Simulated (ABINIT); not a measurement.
Crystal: CoSi.

```
CELL_PARAMETERS angstrom
2.78133 0.00000 0.00000
0.00000 2.78133 0.00000
0.00000 0.00000 2.78133
ATOMIC_POSITIONS crystal
Co 0.00000 0.00000 0.00000
Si 0.50000 0.50000 0.50000
```

Measurements of this composition are mostly on another form, of space group No. 198.

Base run:

```yaml
Program: ABINIT 10.8.3 (patched build)
Functional: PBEsol
Potentials_or_basis: PseudoDojo NC SR PBEsol v0.4.1 standard
Cutoff: 1143 eV
k_mesh: 8 × 8 × 8
Occupations: fermi-dirac, width 0.05 eV
Spin: collinear spin, ferromagnetic start
Starting_moments: "[2.0, 0.0] μB"
```

Its results: pressure -9.2 GPa; net moment 0.32 μB per cell; site moments Co +0.33; Si -0.00 μB.

Question: The run is repeated on the same cell with these changes: k mesh from 8 × 8 × 8 to 12 × 12 × 12, shifted. What comes out?

Answer: Pressure -8.6 GPa; net moment 0.55 μB per cell; site moments Co +0.56; Si +0.00 μB.

Caveats: Libxc's GGAs can fail where the two spin gradients oppose each other.
